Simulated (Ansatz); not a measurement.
# ZrS2: band gap under strain

How does strain move the band edges of ZrS2 (CdI2 type), and do the functionals agree on it? States: -2.0 % strain along z alone; -1.0 % strain along z alone; +1.0 % strain along z alone.

Program: Ansatz 0.2.0. PAW datasets, plane waves. Computed at 0 K without zero-point motion; spin polarisation is off.

## Step 1: The system as given

The unstrained cell was relaxed with r2SCAN+rVV10; in each strained cell the atoms were relaxed again with r2SCAN+rVV10. Names of k-points are those of the unstrained zone, where strain can split equivalent points. First state: -2.0 % strain along z alone.

It is trigonal, P-3m1 (No. 164); a = 3.674 Å, c = 5.740 Å in the conventional setting, 22.37 Å³ an atom. Zr has 6 S at 2.56 Å; S has 3 Zr at 2.56 Å.

The structure in full:

```
Zr S
1.0
     3.67440    0.00000    0.00000
    -1.83720    3.18212    0.00000
     0.00000    0.00000    5.73972
Zr S
1 2
Direct
  0.00000 0.00000 0.00000
  0.33333 0.66667 0.25060
  0.66667 0.33333 0.74940
```

From earlier runs on the unstrained cell: PBE 0.88 eV, r2SCAN 1.19 eV, HSE06 1.67 eV, r2SCAN+SOC 1.18 eV, G0W0 1.76 eV (on its mesh); a = 3.674 Å, c = 5.857 Å.

## Step 2: -2.0 % strain along z alone: PBE

Contents of input.yaml:

```yaml
crystal:
  lattice:
    - [3.674399085, 0.0, 0.0]
    - [-1.8371995425, 3.1821229513, 0.0]
    - [0.0, 0.0, 5.7397191487]
  atoms:
    - { symbol: Zr, position: [0.0, 0.0, 0.0] }
    - { symbol: S, position: [0.3333333333, 0.6666666667, 0.2505967386] }
    - { symbol: S, position: [0.6666666667, 0.3333333333, 0.7494032614] }
kpoints:
  mp_grid: { grid: [12, 12, 4] }
  band_path:
    path:
      - [0.0, 0.0, 0.0]
      - [0.5, 0.0, 0.0]
      - [0.3333333333, 0.3333333333, 0.0]
      - [0.0, 0.0, 0.5]
      - [0.5, 0.0, 0.5]
      - [0.3333333333, 0.3333333333, 0.5]
      - [-0.015625, 0.0, 0.0]
      - [0.0, 0.5, 0.5]
    npoints: 1
hamiltonian:
  xc: pbe
scf:
  occupations: { method: fermi_dirac, width: 0.02 }
  n_extra_bands: 4
output:
  forces: true
  stress: true
  eigenvalues: true
```

Command:

```
ansatz run input.yaml --threads 2 --pin off --max-ram 20275MiB --backend cpu --events-out ev --progress --plain --runs-dir out
```

The runs that follow: -2.0 % strain along z alone: r2SCAN; -2.0 % strain along z alone: HSE06; -2.0 % strain along z alone: r2SCAN+SOC; -2.0 % strain along z alone: r2SCAN; -2.0 % strain along z alone: G0W0@PBE; -1.0 % strain along z alone: PBE; -1.0 % strain along z alone: r2SCAN; -1.0 % strain along z alone: HSE06; -1.0 % strain along z alone: r2SCAN+SOC; -1.0 % strain along z alone: r2SCAN; -1.0 % strain along z alone: G0W0@PBE; +1.0 % strain along z alone: PBE; +1.0 % strain along z alone: r2SCAN; +1.0 % strain along z alone: HSE06; +1.0 % strain along z alone: r2SCAN+SOC; +1.0 % strain along z alone: r2SCAN; +1.0 % strain along z alone: G0W0@PBE.

Before running it: what results should come out?

**Answer**, as computed:

Least gap in eV (negative: overlap), with the change from the unstrained cell in brackets. G0W0 is on its own coarse mesh.

| state | volume change (%) | PBE | r2SCAN | HSE06 | G0W0 |
| --- | --- | --- | --- | --- | --- |
| -2.0 % strain along z alone | -2.0 | 0.78 (-0.10) | 1.08 (-0.11) | 1.56 (-0.11) | 1.64 (-0.12) |
| -1.0 % strain along z alone | -1.0 | 0.83 (-0.05) | 1.13 (-0.06) | 1.62 (-0.05) | 1.70 (-0.06) |
| +1.0 % strain along z alone | +1.0 | 0.92 (+0.04) | 1.24 (+0.05) | 1.71 (+0.04) | 1.82 (+0.06) |

In words: The largest move of the HSE06 gap in the table is -0.107 eV, under -2.0 % strain along z alone. PBE and HSE06 differ by 0.79 eV on the unstrained gap, and by at most 0.01 eV on its change: the two disagree on the size of the gap but agree on its response to strain. The G0W0 figures hold for the stated bands, cutoff and mesh and aren't extrapolated.
